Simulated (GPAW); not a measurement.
Crystal: MnS.

```
Mn S
1.0
     0.00000    2.60450    2.60450
     2.60450    0.00000    2.60450
     2.60450    2.60450    0.00000
Mn S
1 1
Direct
  0.00000 0.00000 0.00000
  0.50000 0.50000 0.50000
```

Base run:

```yaml
Program: GPAW 26.7.0
Functional: revPBE
Potentials_or_basis: the program's PAW data sets (release 1.2.1) made for this functional
Cutoff: 600 eV
Basis: pw
k_mesh: 9 × 9 × 9
Occupations: fermi-dirac, width 0.05 eV
Spin: collinear spin, ferromagnetic start
Starting_moments: "[4.0, 0.0] μB"
```

Its results: pressure -0.3 GPa; net moment 4.73 μB per cell; site moments Mn +4.19; S +0.11 μB.

Problem. The run is repeated on the same cell with these changes: functional from revPBE to RPBE. What comes out?

Solution. Pressure 0.6 GPa; net moment 4.75 μB per cell; site moments Mn +4.20; S +0.11 μB.

Caveats: a cell with one magnetic atom can't hold antiferromagnetic order, which such compounds often take.
